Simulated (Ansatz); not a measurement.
# Optical response of LiBr, part 2 of 2

Aim: the dielectric function of LiBr, and the optical constants that follow from it.

Ansatz 0.2.0; DFT, PBE, plane-wave PAW, default files, scalar-relativistic, independent-particle optical response without local fields.

So far. Step 2 (Ground state and bands): There is a gap, 4.93 eV on the path, so no carriers' term is needed. The cell is left with a pressure of 0.1 GPa, as it stands unrelaxed at this level.

## Step 3: Spectrum

With the density converged, the vertical transitions are summed over the zone.

This step: DFT, PBE, plane-wave PAW, default files, scalar-relativistic, independent-particle optical response without local fields (Ansatz 0.2.0).

File input.yaml:

```yaml
crystal:
  lattice:
    - [0.0, 2.75065, 2.75065]
    - [2.75065, 0.0, 2.75065]
    - [2.75065, 2.75065, 0.0]
  atoms:
    - { symbol: Br, position: [0.5, 0.5, 0.5] }
    - { symbol: Li, position: [0.0, 0.0, 0.0] }
kpoints:
  mp_grid: { grid: [7, 7, 7] }
scf:
  occupations: { method: fixed }
hamiltonian:
  xc: pbe
  pseudopotentials: { kind: paw }
output:
  optics:
    e_range: [0, 22]
    de: 0.05
    sigma: 0.15
    nscf_kmesh: { grid: [12, 12, 12] }
    bands: { spectra_wanted_up_to: 22 }
```

Run with:

```
$ ansatz run input.yaml --threads 4 --pin off --max-ram 8192MiB --backend cpu --events-out ev --progress --plain --runs-dir out
```

Numbers of over 12 decimals in the logs are rounded to 6 here.

What it wrote:

```text
[...]
Crystal: 2 atoms, lattice volume = 41.623 Å³
Basis set: ecut = 420 eV, 869 PW (Γ)
Bands: 9, of which v1, the nominal top of the filled ones, is band 5 counted from 1 (4 counted from 0)
Symmetry: 48 space group operations
[...]
k-points: 20 of 343
[...]
SCF iter   1: F=—  HF=-2990.959302 eV  |F-HF|=—  |Δ(HF+E_count)|=         —  Δρ=4.40e-4  dr2=1.38e-4  ethr=1.77e-3  ⟨swp⟩=5.6  Hψ=1131  notcnv=0  defer=32
[...]
SCF iter   6: F=-2990.959305 eV  HF=-2990.959305 eV  |F-HF|=9.09e-13  |Δ(HF+E_count)|=  7.28e-12  Δρ=4.87e-8  dr2=8.88e-13  ethr=1.00e-12  ⟨swp⟩=6.0  Hψ=787  notcnv=0
SCF 1 converged in 6 iterations: F = -2990.959305 eV  dr2 = 8.88e-13
[...]
NSCF: frozen V_eff on 72 k-points
[...]
output.optics: what the bands over the 28 summed would add to eps1, eps2 and the energy-loss function is held between a lower and an upper bound (5 Lanczos steps). eps1, eps2 and their loss function (loss_summed_bands) are given on every row as the summed bands alone make them. Along an axis, on a row where the two bounds hold the loss function to about 1 % of the greater of itself and 0.5 % of |1/eps|, its cell (loss_completed) is given, with the completed eps1 and eps2 that it is formed of (a cell that is left empty reads nan in the table and null in the record). The two bounds hold it so along every axis on all 441 rows up to 22.000 eV. [rest of the remark cut]
SCF converged after 6 iterations
Free energy (F): -2990.959305 eV
[...]
Internal energy: -2990.959305 eV  (E = F + TS)
E sigma→0 (E₀):  -2990.959305 eV
Fermi energy:    2.039761 eV
[...]
--- Band table (eV; the first three rows and the last of 20) ---
[...]
```

Elapsed: 3.6 s, on 4 threads of Intel Xeon Platinum 8488C (Sapphire Rapids), shared host; peak memory 0.62 GiB; 12 s of CPU time.

This step gave:

| Item | Value |
| --- | --- |
| electronic dielectric constant ε∞, mean over x, y and z (by symmetry where fewer were run) | 3.735 |
| absorption onset, first axis (α over 10⁴ cm⁻¹, or the direct gap if that lies higher) | 4.938 eV |
| main peak of Im epsilon, first axis | 7.587 eV |
| least direct gap on the mesh | 4.938 eV |
| bands summed | 28 |
| spectra valid up to | 33.07 eV |
| program's estimate of the k-sum error in Im epsilon | 0.05 % |
| electrons in the f-sum | 8.585 |

The Im ε, any direction has structure finer than the step of the table below, so its rows give means over 1 eV, whole bins alone (the curve runs from 0 to 22 eV). Peaks (eV: height): 7.6: 10.2, 8.6: 8.29.

The Im ε, any direction by photon energy; means over each step:

photon energy (eV), Im ε, any direction and a bar:
```
        4        0.0 
        5        0.3 #
        6        3.0 ############
        7        5.5 #####################
        8        6.3 #########################
        9        7.7 ##############################
       10        4.9 ###################
       11        3.1 ############
       12        1.6 ######
       13        0.8 ###
       14        0.7 ###
       15        0.7 ###
       16        0.7 ###
       17        0.6 ##
       18        0.6 ##
       19        0.6 ###
       20        0.4 ##
       21        0.2 #
```

The Re ε, any direction by photon energy:

```
photon energy (eV)  Re ε, any direction
                 0                 3.73
                 1                 3.78
                 2                 3.91
                 3                 4.18
                 4                 4.68
                 5                 6.02
                 6                 8.81
                 7                 6.09
                 8                0.489
                 9                0.768
                10                -1.46
                11                -2.26
                12                -1.83
                13               -0.915
                14               -0.375
                15              -0.0829
                16               0.0536
                17                0.129
                18                0.221
                19                0.128
                20               0.0554
                21                0.221
                22                0.353
```

Values under 1 per cm are given as 1. Absorption coefficient, any direction against photon energy:

```
photon energy (eV)  absorption coefficient, any direction (1/cm)
              0.00                                             1
              1.00                                             1
              2.00                                             1
              3.00                                             1
              4.00                                             1
              5.00                                         22272
              6.00                                         3.2e5
              7.00                                         6.4e5
              8.00                                         1.1e6
              9.00                                         1.7e6
             10.00                                         1.8e6
             11.00                                         1.9e6
             12.00                                         1.8e6
             13.00                                         1.4e6
             14.00                                         1.1e6
             15.00                                         9.4e5
             16.00                                         8.8e5
             17.00                                         8.7e5
             18.00                                         8.4e5
             19.00                                         9.7e5
             20.00                                         8.2e5
             21.00                                         4.9e5
             22.00                                         3.8e5
```

Table of loss function −Im 1/ε at q → 0, any direction by energy loss; read off at these points:

```
energy loss (eV)  loss function −Im 1/ε at q → 0, any direction
             4.5                                              0
             5.0                                        0.00594
             5.5                                         0.0163
             6.0                                         0.0364
             6.5                                         0.0803
             7.0                                         0.0796
             7.5                                         0.0757
             8.0                                          0.237
             8.5                                         0.0971
             9.0                                          0.130
             9.5                                          0.148
            10.0                                          0.207
            10.5                                          0.186
            11.0                                          0.214
            11.5                                          0.262
            12.0                                          0.274
            12.5                                          0.354
            13.0                                          0.540
            13.5                                          0.861
            14.0                                           1.08
            14.5                                           1.41
            15.0                                           1.46
            15.5                                           1.46
            16.0                                           1.54
            16.5                                           1.51
            17.0                                           1.54
            17.5                                           1.54
            18.0                                           1.47
            18.5                                           1.37
            19.0                                           1.55
            19.5                                           1.78
            20.0                                           2.58
            20.5                                           3.36
            21.0                                           2.25
            21.5                                           1.61
            22.0                                           1.24
```

Reflectivity at normal incidence, any direction against photon energy; read off at these points:

```
photon energy (eV)  reflectivity at normal incidence, any direction (%)
              0.00                                                 10.1
              0.50                                                 10.2
              1.00                                                 10.3
              1.50                                                 10.5
              2.00                                                 10.8
              2.50                                                 11.2
              3.00                                                 11.8
              3.50                                                 12.5
              4.00                                                 13.5
              4.50                                                 15.0
              5.00                                                 17.7
              5.50                                                 20.1
              6.00                                                 26.5
              6.50                                                 24.8
              7.00                                                 24.8
              7.50                                                 35.3
              7.70                                                 38.4
              8.00                                                 25.9
              8.50                                                 32.3
              9.00                                                 35.6
              9.50                                                 41.1
              9.75                                                 42.3
             10.00                                                 38.2
             10.50                                                 41.9
             11.00                                                 46.7
             11.35                                                 48.2
             11.50                                                 47.8
             12.00                                                 48.1
             12.25                                                 55.8
             12.50                                                 53.2
             13.00                                                 48.8
             13.50                                                 38.6
             14.00                                                 31.6
             14.50                                                 26.5
             15.00                                                 21.2
             15.50                                                 17.6
             16.00                                                 16.4
             16.50                                                 14.8
             17.00                                                 13.9
             17.50                                                 12.5
             18.00                                                 11.1
             18.50                                                 10.7
             19.00                                                 13.9
             19.50                                                 17.7
             19.90                                                 19.9
             20.00                                                 19.2
             20.50                                                 19.3
             21.00                                                 11.8
             21.50                                                 9.13
             22.00                                                 6.60
```

At chosen wavelengths:

```
wavelength (nm)     n      k  R (%)        1/α
           1064  1.95  0.000   10.3  over 1 mm
            800  1.96  0.000   10.5  over 1 mm
            633  1.98  0.000   10.7  over 1 mm
            532  2.00  0.000   11.0  over 1 mm
            450  2.02  0.000   11.5  over 1 mm
            365  2.08  0.000   12.3  over 1 mm
            248  2.45  0.044   17.7     451 nm
```

Rows near the edge hang on the gap, which this functional as a rule makes too small, and phonon-assisted absorption is left out.

Through 1 µm of it, D65 light comes out colourless (x = 0.314, y = 0.330; 80 % transmitted).

The f-sum over the summed bands holds 8.6 of the cell's 10 electrons outside the frozen cores, 4 of which lie in bands more than 12 eV below the Fermi level, whose transitions come at higher energies. Up to 22 eV the strength has a mean oscillator energy of 9.4 eV, close to the main peak.

## Step 4: Static response with local fields

A static field by perturbation theory: the induced potential is included, and the Born charges come with it.

This step: DFT, PBE, plane-wave PAW, default files, scalar-relativistic, static field response by perturbation theory with local fields (Ansatz 0.2.0).

input.yaml, the sections that differ from step 3:

```yaml
dielectric: {}
# crystal, kpoints, scf, hamiltonian: as in step 3
# output: removed
```

What it wrote:

```text
[...]
Crystal: 2 atoms, lattice volume = 41.623 Å³
Basis set: ecut = 420 eV, 869 PW (Γ), exchange–correlation on 54×54×54 points (8 copies of the dense FFT grid, shifted against one another)
Bands: 9, of which v1, the nominal top of the filled ones, is band 5 counted from 1 (4 counted from 0)
Symmetry: 48 space group operations
k-points: 40 of 343 (irreducible under 8 space group operations, time reversal used)
[...]
SCF iter   1: F=—  HF=-2990.959305 eV  |F-HF|=—  |Δ(HF+E_count)|=         —  Δρ=4.39e-4  dr2=1.37e-4  ethr=1.77e-3  ⟨swp⟩=5.7  Hψ=2269  notcnv=0  defer=69
[...]
SCF iter   6: F=-2990.959298 eV  HF=-2990.959298 eV  |F-HF|=0.00e0  |Δ(HF+E_count)|=  1.82e-11  Δρ=4.24e-8  dr2=7.84e-13  ethr=1.00e-12  ⟨swp⟩=4.0  Hψ=1721  notcnv=0
SCF 1 converged in 6 iterations: F = -2990.959298 eV  dr2 = 7.84e-13
[...]
DFPT response loops at Γ: preconditioner auto → none (the input reference at scf.mixing.eps_inf says where Resta's filter doesn't serve); β = 0.50; Broyden in place of MSR1
── the response to a field inside a basis, on 8×8×8 k-points: an SCF that follows is theirs, and a resumed run solves both again ──
Bands: 6, of which v1, the nominal top of the filled ones, is band 5 counted from 1 (4 counted from 0)
k-points: 60 of 512 (irreducible under 12 space group operations)
[...]
Eigensolver: Dense (60 Hₖ)
SCF iter   1: F=—  HF=-2990.958842 eV  |F-HF|=—  |Δ(HF+E_count)|=         —  Δρ=5.06e-5  dr2=1.80e-7  ethr=1.00e-1
[...]
SCF iter   2: F=-2990.958845 eV  HF=-2990.958844 eV  |F-HF|=6.29e-7  |Δ(HF+E_count)|=   1.83e-6  Δρ=2.57e-5  dr2=4.59e-8  ethr=1.80e-9
SCF 1 converged in 2 iterations: F = -2990.958845 eV  dr2 = 4.59e-8
[...]
SCF converged after 6 iterations
Free energy (F): -2990.959298 eV
[...]
Internal energy: -2990.959298 eV  (E = F + TS)
E sigma→0 (E₀):  -2990.959298 eV
Fermi energy:    2.039813 eV
[...]
--- Band table (eV; the first three rows and the last of 40) ---
[...]
--- Dielectric response (ions clamped): 3 representative field directions + reference, inside a basis on a mesh of 512 k-points (Σ response iterations 12) ---
  ε∞ (high-frequency dielectric tensor):
        3.423006     0.000000     0.000000
        0.000000     3.423006     0.000000
        0.000000     0.000000     3.423006
  Born effective charges Z* (e; rows j = field, columns β = displacement):
    site 0:
        -1.23947    0.00000   -0.00000
         0.00000   -1.23947   -0.00000
        -0.00000   -0.00000   -1.23947
    site 1:
         1.23947   -0.00000    0.00000
        -0.00000    1.23947    0.00000
         0.00000    0.00000    1.23947
  Z* charge neutrality: 4.524e-4 e pre-enforcement
  solved inside a basis spanned on kpoints, on 8×8×8 k-points, its susceptibility summed on 12×12×12: ε∞ is read to err by 7.9e-3, Z* by 7.7e-3 e (field_mesh: kpoints solves on kpoints); Z* is corrected for what the basis lacks
```

Elapsed: 4.8 s, on 4 threads; peak memory 0.43 GiB.

Numbers from this step:

- electronic dielectric constant ε∞, mean over x, y and z (by symmetry where fewer were run): 3.423

ε∞ with local fields:

```
3.42 0.00 0.00
0.00 3.42 0.00
0.00 0.00 3.42
```

Diagonal elements. Born, by row:

```
atom  Z*xx (e)  Z*yy (e)  Z*zz (e)
 Br1    -1.239    -1.239    -1.239
 Li2     1.239     1.239     1.239
```

Mean Born charges are Br -1.24 and Li +1.24, against formal valences of -1 and +1. The largest lies a little above its ionic value.

## Step 5: Outcome

```json
{
 "gap on the path": "4.93 eV",
 "least direct gap on the path": "4.94 eV",
 "electronic dielectric constant ε∞, mean over x, y and z (by symmetry where fewer were run) (independent particles)": "3.73",
 "absorption onset, first axis (α over 10⁴ cm⁻¹, or the direct gap if that lies higher)": "4.94 eV",
 "main peak of Im epsilon, first axis": "7.59 eV",
 "electronic dielectric constant ε∞, mean over x, y and z (by symmetry where fewer were run) (static response with local fields)": "3.42"
}
```

**Reading.** At this level (PBE, independent particles) LiBr has ε∞ = 3.73 (3.42 with local fields) and n = 1.94 at 1550 nm; absorption sets in near 4.9 eV, and Im ε peaks at 7.6 eV. The gap on the path, 4.93 eV, is indirect by a hair: the least direct gap lies 5 meV higher. Absorption passes 10⁴ cm⁻¹ from the direct gap on, 4.94 eV, in the ultraviolet, so the visible is passed. Distinct maxima of Im ε, read by a parabola through the highest points, lie at 7.59 eV (10) and 8.59 eV (8.3). The f-sum over the summed bands holds 8.6 of the cell's 10 electrons outside the frozen cores, 4 of which lie in bands more than 12 eV below the Fermi level, whose transitions come at higher energies. Up to 22 eV the strength has a mean oscillator energy of 9.4 eV, close to the main peak. Through 1 µm of it, D65 light comes out colourless (x = 0.314, y = 0.330; 80 % transmitted). With local fields and the functional's kernel the static response is 3.42 against 3.73 for independent particles (-8 %). In the base spectrum excitons and phonon-assisted transitions are missing, and so are local fields; PBE gaps are as a rule too small, which pulls the onset down and ε∞ up. In the base run ε includes the program's bounded estimate of what the bands above those summed add.

[Logs are printed without paths, hosts, clocks, repeated set-up lines and the standing remarks that a program may print on its own settings, such as how far it seeks lower states.]

[Hosts, paths, dates, database ids (printed as entryN), source tags and the programs' standing remarks are cut or masked in the printed files.]
